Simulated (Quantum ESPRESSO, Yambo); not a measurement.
An input for Yambo 5.3.0 (PbSe (Clausthalite)):

```
HF_and_locXC
gw0
dyson
ppa
em1d
rim_cut
RandQpts= 1000000
RandGvec= 1 RL
EXXRLvcs= 104 Ry
VXCRLvcs= 416 Ry
Chimod= "HARTREE"
% BndsRnXp
 1 | 83 |
%
NGsBlkXp= 4.5 Ry
% LongDrXp
 1 | 1 | 1 |
%
% GbndRnge
 1 | 83 |
%
DysSolver= "n"
ExtendOut
PPAPntXp= 27.21138 eV
% QPkrange
 3 | 3 | 22 | 25 |
 1 | 1 | 22 | 25 |
%
```

```sh
OMP_NUM_THREADS=1 mpirun -n 8 yambo -F gw7.in -J gw7 -C gw7 > gw7.log
```

The stored states that it reads are on a 4×4×4 mesh. It takes space group Fm-3m (No. 225, cubic). The conventional cell has a = 6.121 Å, b = 6.121 Å, c = 6.121 Å, α = 90.00°, β = 90.00°, γ = 90.00°. Nearest to Pb lie 6 Se at 3.06 Å. Nearest to Se lie 6 Pb at 3.06 Å. Farther neighbours and most contacts between anions are not listed.

**Question.** How long will it take on 8 MPI ranks of AMD EPYC 7R43, shared host, and how much memory?

It took 1.9 min; on shared hardware allow 56 s to 3.7 min. Peak host memory was 4.8 GiB.

The screening grows as filled bands × empty bands × pairs of k points, times the square of the screening basis for the matrix.

[Paths, hosts, dates, memory and timing lines, banners, echoed tables and standing remarks are left out of the program output.]

[Logs are printed without paths, hosts, clocks, repeated set-up lines and the standing remarks that a program may print on its own settings, such as how far it seeks lower states.]

[Runs of the session that timed out or met a known fault of the program may be left out.]

[Hosts, paths, dates, database ids (printed as entryN), source tags and the programs' standing remarks are cut or masked in the printed files.]
